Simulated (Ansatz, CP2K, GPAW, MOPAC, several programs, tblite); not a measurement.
# AlAs: cheap methods against density-functional theory

Aim: run AlAs through methods of unlike cost and see what each gets, and at what price.

Program: MOPAC, tblite, CP2K, GPAW, Ansatz (versions at each run). Level of theory: no spin polarisation, static lattice; gaps from single points on the cell relaxed beforehand with r²SCAN. These are calculated values, not measurements.

**1. The structure to begin with**

The structure is cubic, space group F-43m (No. 216). Conventional cell: a = 5.678 Å, b = 5.678 Å, c = 5.678 Å, α = 90.00°, β = 90.00°, γ = 90.00°. Al (site symmetry -43m) has 4 As at 2.46 Å as nearest neighbours. As (site symmetry -43m) has 4 Al at 2.46 Å as nearest neighbours.

Structure file:

```xyz
2
Lattice="0.0000 2.8389 2.8389 2.8389 0.0000 2.8389 2.8389 2.8389 0.0000" Properties=species:S:1:pos:R:3 pbc="T T T"
Al    0.0000    0.0000    0.0000
As    1.4195    1.4195    1.4195
```

**Question.** The methods are PM6, PM7, GFN1-xTB (tblite), GFN2-xTB (tblite), PBE/DZVP, PBE/single-zeta, PBE/SZV, coarse PBE, GLLB-SC, PBE, r2SCAN. What gap does r2SCAN give on this cell, and which other methods (full PBE left aside) come nearest to r2SCAN and farthest in gap, volume and bulk modulus?

```
                                               quantity                                         value
                                                 r2SCAN         gap 1.81 eV, 22.88 Å³/atom, B₀ 76 GPa
         gap: nearest and farthest of the other methods  GFN2-xTB (tblite) (-0.06 eV), PM7 (+5.84 eV)
      volume: nearest and farthest of the other methods                PM7 (-2.6 %), PBE/SZV (+7.0 %)
bulk modulus: nearest and farthest of the other methods        GFN1-xTB (tblite) (-3 %), PM7 (+100 %)
```

**Reading.** Among the 8 methods compared for the gap (full PBE left aside), GFN2-xTB (tblite) is nearest to r2SCAN and PM7 farthest. For the volume, of the 5 methods compared (full PBE left aside), PM7 comes nearest to r2SCAN and PBE/SZV is farthest. For the bulk modulus, of the 5 methods compared (full PBE left aside), GFN1-xTB (tblite) comes nearest to r2SCAN and PM7 is farthest. A minimal basis or a coarse cutoff and mesh shifts results by its own error, so closeness to r2SCAN can be chance. Cluster runs see only the k-points that fold onto the zone centre, so their gaps can miss the band edges. GLLB-SC is compared with its derivative discontinuity added. PM6 ended in an unphysical state and is left out of the comparison. No volume is given for PBE/single-zeta, coarse PBE, which can hide a larger miss. CPU times run from 0.75 s (coarse PBE) to 16 s (PM7). On this cell PM6, PM7, GFN1-xTB (tblite), GFN2-xTB (tblite), PBE/DZVP, PBE/single-zeta, PBE/SZV, GLLB-SC cost more than r2SCAN itself (3.5 s), so they are no saving here. A cluster method computes far more atoms than the primitive cell, so on a small crystal it can cost more than plane waves. r2SCAN is a yardstick, not the truth: it usually gives gaps below the measured ones. Against the measured gap of AlAs, 2.363 eV (indirect; 295 K; a printed reference work, data compilation), the calculated 1.81 eV is off by -0.55 eV. That value is r2SCAN's. Of all methods here PBE/SZV lies nearest to the measured gap (2.29 eV), which may be luck in a method this rough.
